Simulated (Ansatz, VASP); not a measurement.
# KI in two plane-wave programs, part 2 of 2

Aim: how closely do two programs agree when they are given the same cell, functional and k mesh? The cell is taken from a series of VASP runs on this material, whose earlier steps may have relaxed, scaled or displaced it; both programs get it as it stands.

VASP 6.6.1 and Ansatz 0.2.0.

So far: Starting point; Ansatz: band structure, HSE06; VASP: band structure, HSE06.

### Step 4. Side by side

Known differences besides the potentials themselves: exact exchange at q = 0 is treated differently, which shows on coarse meshes; VASP keeps PBE cores, Ansatz makes them for the functional; the data sets hold 26 valence electrons in Ansatz (default PAW (the set named soft_2) files) and 16 in VASP; the cutoff is 420 eV in Ansatz and 350 eV in VASP; VASP takes a coarser grid for exact exchange (PRECFOCK = Fast). Total energies have different zeros and are not compared.

The two programs side by side:

```csv
quantity,Ansatz,VASP,difference
gap over the path points (eV),5.004,4.993,+0.011
```

Levels at points of the path, from each program's valence-band top (eV; 3 filled, then empty):

```csv
k (reciprocal lattice),Ansatz,VASP
0.000 0.000 0.000,0.00 0.00 0.00 5.00 7.66 7.66,0.00 0.00 0.00 4.99 7.67 7.67
0.500 0.000 0.500,-1.08 -0.40 -0.40 5.94 6.88 9.52,-1.08 -0.40 -0.40 5.95 6.88 9.51
0.500 0.222 0.722,-0.84 -0.73 -0.63 7.26 7.77 7.89,-0.84 -0.73 -0.63 7.26 7.77 7.89
0.403 0.347 0.750,-0.92 -0.80 -0.43 6.71 7.78 8.65,-0.92 -0.80 -0.43 6.71 7.79 8.66
0.125 0.125 0.250,-0.57 -0.15 -0.14 5.90 7.37 8.00,-0.57 -0.15 -0.14 5.89 7.38 8.01
0.278 0.278 0.278,-0.91 -0.22 -0.22 6.23 7.83 8.44,-0.91 -0.21 -0.21 6.22 7.83 8.44
0.556 0.389 0.556,-1.27 -0.52 -0.38 6.87 8.26 8.86,-1.27 -0.51 -0.38 6.87 8.26 8.86
0.583 0.250 0.667,-0.91 -0.80 -0.46 6.77 7.78 8.53,-0.91 -0.80 -0.45 6.78 7.79 8.54
0.500 0.306 0.694,-0.93 -0.74 -0.53 7.46 7.62 8.00,-0.93 -0.74 -0.53 7.46 7.62 8.01
0.486 0.486 0.528,-1.40 -0.37 -0.36 6.55 8.87 9.27,-1.40 -0.37 -0.36 6.55 8.88 9.27
```

Among the levels compared at these points, filled levels agree within 2 meV and empty ones within 12 meV.

### Step 5. Ansatz: band structure, r2SCAN-EpsX with an exact-exchange share of 0.338

The same path points are solved in both programs, so levels can be compared one by one.

The cell is taken from a series of VASP runs on this material, whose earlier steps may have relaxed, scaled or displaced it; both programs get it as it stands.

input.yaml reads:

```yaml
crystal:
  lattice:
    - [0.0, 3.52455, 3.52455]
    - [3.52455, 0.0, 3.52455]
    - [3.52455, 3.52455, 0.0]
  atoms:
    - { symbol: I, position: [0.5, 0.5, 0.5] }
    - { symbol: K, position: [0.0, 0.0, 0.0] }
hamiltonian:
  xc: { exchange: r2scan, correlation: r2scan, exx: { coeff: 0.338 } }
  pseudopotentials: { kind: paw }
kpoints:
  mp_grid: { grid: [4, 4, 4] }
  band_path:
    path:
      - [0.0, 0.0, 0.0]
      - [0.5, 0.0, 0.5]
      - [0.5, 0.22222, 0.72222]
      - [0.40278, 0.34722, 0.75]
      - [0.125, 0.125, 0.25]
      - [0.27778, 0.27778, 0.27778]
      - [0.55556, 0.38889, 0.55556]
      - [0.58333, 0.25, 0.66667]
      - [0.5, 0.30556, 0.69444]
      - [0.48611, 0.48611, 0.52778]
      - [0.625, 0.25, 0.625]
      - [0.5, 0.0, 0.5]
    npoints: 1
scf:
  occupations: { method: gaussian, width: 0.03 }
  n_extra_bands: 7
output:
  forces: true
  stress: true
  eigenvalues: true
```

Run with:

```sh
$ ansatz run input.yaml --threads 4 --pin off --max-ram 9216MiB --backend cpu --events-out ev --progress --plain --runs-dir out
```

Numbers of over 12 decimals in the logs are rounded to 6 here.

The program printed:

```text
[...]
Crystal: 2 atoms, lattice volume = 87.567 Å³
Basis set: ecut = 500 eV, 2229 PW (Γ), exchange–correlation on 160×160×160 points (64 copies of the dense FFT grid, shifted against one another)
Bands: 20, of which v1, the nominal top of the filled ones, is band 13 counted from 1 (12 counted from 0)
Symmetry: 48 space group operations
[...]
k-points: 8 of 64
[...]
--- Band table (eV; the first three rows and the last of 8) ---
  k-point 0: bands = [... 9 lower, -11.2796, 0.6768, 0.6768, 0.6768, 7.1765, 9.9266, 9.9266, 9.9266, ... 3 higher]
  k-point 1: bands = [... 9 lower, -11.0922, -0.1667, 0.4800, 0.4800, 8.2912, 9.9223, 10.6078, 10.6078, ... 3 higher]
  k-point 2: bands = [... 9 lower, -10.9167, -0.8292, 0.2977, 0.2977, 8.6408, 11.2589, 11.5906, 11.5906, ... 3 higher]
  k-point 7: bands = [... 9 lower, -11.0148, -0.1730, -0.1730, 0.0012, 9.7535, 9.7535, 10.1707, 11.9036, ... 3 higher]
[key lines of the parts left out:]
Free energy (F): -9074.093089 eV
Fermi energy:    3.926703 eV
P = ⅓ Tr σ = 0.1324 GPa (1.324 kbar)
```

It took 30 s on 4 threads of Arm Neoverse V2, shared host; peak memory 1.4 GiB; 1.9 min of CPU time.

### Step 6. VASP: band structure, r2SCAN-EpsX with an exact-exchange share of 0.338

The same cell, functional, mesh and smearing now go to VASP, with its own data sets and cutoff.

The run reads the wave functions of an earlier VASP run, which isn't shown here.

INCAR reads:

```
SYSTEM = KI
PREC = Accurate
ENCUT = 350
EDIFF = 1E-06
NELM = 100
ISMEAR = 0
SIGMA = 0.03
LREAL = .FALSE.
ALGO = Normal
LHFCALC = .TRUE.
AEXX = 0.338
METAGGA = R2SCAN
LASPH = .TRUE.
NBANDS = 14
PRECFOCK = Fast
HFRCUT = -1
LORBIT = 11
LWAVE = .FALSE.
LCHARG = .FALSE.
KPAR = 4
```

POSCAR reads:

```
KI
1.0
    0.0000000000      3.5245500000      3.5245500000
    3.5245500000      0.0000000000      3.5245500000
    3.5245500000      3.5245500000      0.0000000000
I K
1 1
Direct
    0.5000000000      0.5000000000      0.5000000000
    0.0000000000      0.0000000000      0.0000000000
```

KPOINTS reads:

```
Automatic mesh
0
Gamma
4 4 4
0 0 0
```

KPOINTS_OPT reads:

```
Line mode
10
Line-mode
Reciprocal
  0.00000000   0.00000000   0.00000000 GAMMA
  0.50000000   0.00000000   0.50000000 X

  0.50000000   0.00000000   0.50000000 X
  0.50000000   0.25000000   0.75000000 W

  0.50000000   0.25000000   0.75000000 W
  0.37500000   0.37500000   0.75000000 K

  0.37500000   0.37500000   0.75000000 K
  0.00000000   0.00000000   0.00000000 GAMMA

  0.00000000   0.00000000   0.00000000 GAMMA
  0.50000000   0.50000000   0.50000000 L

  0.50000000   0.50000000   0.50000000 L
  0.62500000   0.25000000   0.62500000 U

  0.62500000   0.25000000   0.62500000 U
  0.50000000   0.25000000   0.75000000 W

  0.50000000   0.25000000   0.75000000 W
  0.50000000   0.50000000   0.50000000 L

  0.50000000   0.50000000   0.50000000 L
  0.37500000   0.37500000   0.75000000 K

  0.62500000   0.25000000   0.62500000 U
  0.50000000   0.00000000   0.50000000 X
```

The projector-augmented-wave data sets are I and K_sv (PBE family, release 64).

Run with:

```sh
$ mpirun -np 4 vasp_std
```

The program printed:

```text
[banner, memory and clock lines left out]
running    4 mpi-ranks, on    1 nodes
[...]
|                                                                             |
|               ----> ADVICE to this user running VASP <----                  |
|                                                                             |
|     You enforced a specific xc type in the INCAR file but a different       |
|     [... a line on the potential file left out ...]
|     I HOPE YOU KNOW WHAT YOU ARE DOING!                                     |
|                                                                             |

 LDA part: xc-table for (None), standard interpolation
 found WAVECAR, reading the header
 POSCAR, INCAR and KPOINTS ok, starting setup
[...]
HFRCUT set to (new)   11.019049
 reading WAVECAR
 the WAVECAR file was read successfully
 initial charge from wavefunction
 entering main loop
       N       E                     dE             d eps       ncg     rms          rms(c)
[...]
DAV:   8    -0.262864610391E+02    0.57805E-05   -0.81587E-06   260   0.215E-02    0.197E-01
DAV:   9    -0.262864601771E+02    0.86204E-06   -0.29000E-06   236   0.136E-02
   1 F= -.26286460E+02 E0= -.26286460E+02  d E =-.141438E-12
 Start KPOINTS_OPT (optional k-point list driver)
k-point batch [1-8\100]
       N       E                     dE             ncg
DAV:   1    -0.850625073577E+03   -0.23561E+04      224
DAV:   2    -0.157703807346E+04   -0.72641E+03      280
DAV:   3    -0.163233301932E+04   -0.55295E+02      290
DAV:   4    -0.163466724580E+04   -0.23342E+01      346
DAV:   5    -0.163472156376E+04   -0.54318E-01      282
DAV:   6    -0.163472285877E+04   -0.12950E-02      336
DAV:   7    -0.163472289569E+04   -0.36917E-04      274
DAV:   8    -0.163472289618E+04   -0.48928E-06      224
[...]
k-point batch [97-100\100]
       N       E                     dE             ncg
DAV:   1     0.114028635924E+04   -0.18737E+04      112
DAV:   2     0.790898294862E+03   -0.34939E+03      142
DAV:   3     0.763819776098E+03   -0.27079E+02      148
DAV:   4     0.762609775504E+03   -0.12100E+01      188
DAV:   5     0.762584866802E+03   -0.24909E-01      156
DAV:   6     0.762584479521E+03   -0.38728E-03      168
DAV:   7     0.762584470864E+03   -0.86565E-05      136
DAV:   8     0.762584470793E+03   -0.71833E-07       98
```

From OUTCAR (step 6):

```text
 POSITION                                       TOTAL-FORCE (eV/Angst)
 -----------------------------------------------------------------------------------
      3.52455      3.52455      3.52455         0.000000      0.000000      0.000000
      0.00000      0.00000      0.00000         0.000000      0.000000      0.000000
 -----------------------------------------------------------------------------------
    total drift:                               -0.000000     -0.000000     -0.000000

  FREE ENERGIE OF THE ION-ELECTRON SYSTEM (eV)
  ---------------------------------------------------
  free  energy   TOTEN  =       -26.2864601771 eV

  energy  without entropy=      -26.2864601771  energy(sigma->0) =      -26.28646018

[... 2 parts as in an earlier step ...]

[... 1 further part left out ...]
[key lines of the parts left out:]
E-fermi :  -1.9021
```

### Step 7. Comparison

What differs besides the data sets and the points named for the pairs above, as far as they apply: the cutoff is 500 eV in Ansatz and 350 eV in VASP. Total energies have different zeros and are not compared.

Compared:

```csv
quantity,Ansatz,VASP,difference
gap over the path points (eV),6.500,6.493,+0.006
```

Levels at points of the path, from each program's valence-band top (eV; 3 filled, then empty):

```csv
k (reciprocal lattice),Ansatz,VASP
0.000 0.000 0.000,0.00 0.00 0.00 6.50 9.25 9.25,0.00 0.00 0.00 6.49 9.26 9.26
0.500 0.000 0.500,-1.17 -0.43 -0.43 7.37 8.51 11.36,-1.17 -0.43 -0.43 7.39 8.52 11.35
0.500 0.222 0.722,-0.91 -0.79 -0.67 8.76 9.41 9.46,-0.91 -0.78 -0.66 8.77 9.43 9.47
0.403 0.347 0.750,-0.99 -0.86 -0.46 8.19 9.46 10.21,-0.99 -0.85 -0.46 8.20 9.47 10.22
0.125 0.125 0.250,-0.60 -0.16 -0.14 7.42 8.89 9.61,-0.60 -0.16 -0.14 7.42 8.90 9.62
0.278 0.278 0.278,-0.97 -0.23 -0.23 7.72 9.39 10.06,-0.96 -0.23 -0.23 7.72 9.40 10.07
0.556 0.389 0.556,-1.36 -0.55 -0.40 8.34 9.83 10.56,-1.35 -0.55 -0.40 8.34 9.84 10.57
0.583 0.250 0.667,-0.98 -0.85 -0.49 8.26 9.46 10.08,-0.98 -0.85 -0.48 8.27 9.47 10.10
0.500 0.306 0.694,-1.00 -0.80 -0.57 8.96 9.15 9.69,-1.00 -0.80 -0.56 8.97 9.16 9.70
0.486 0.486 0.528,-1.50 -0.39 -0.38 7.99 10.48 10.92,-1.49 -0.39 -0.38 8.00 10.50 10.92
```

Among the levels compared at these points, filled levels agree within 5 meV and empty ones within 19 meV.

### Step 8. Summary of results

| Quantity | Value |
| --- | --- |
| difference in gap over the path points (band structure, HSE06) | 0.011 eV |
| difference in gap over the path points (band structure, r2SCAN-EpsX with an exact-exchange share of 0.338) | 0.0065 eV |

In words: The difference in gap over the path points is 0.011 eV (band structure, HSE06), within the 0.08 eV picked in this series as the mark of a large difference. How closely two codes agree says nothing of how well the functional describes the real material.

[Lines on the potential files, build, host, timing and source positions are cut from VASP's logs without a mark.]

[Logs are printed without paths, hosts, clocks, repeated set-up lines and the standing remarks that a program may print on its own settings, such as how far it seeks lower states.]

[Hosts, paths, dates, database ids (printed as entryN), source tags and the programs' standing remarks are cut or masked in the printed files.]
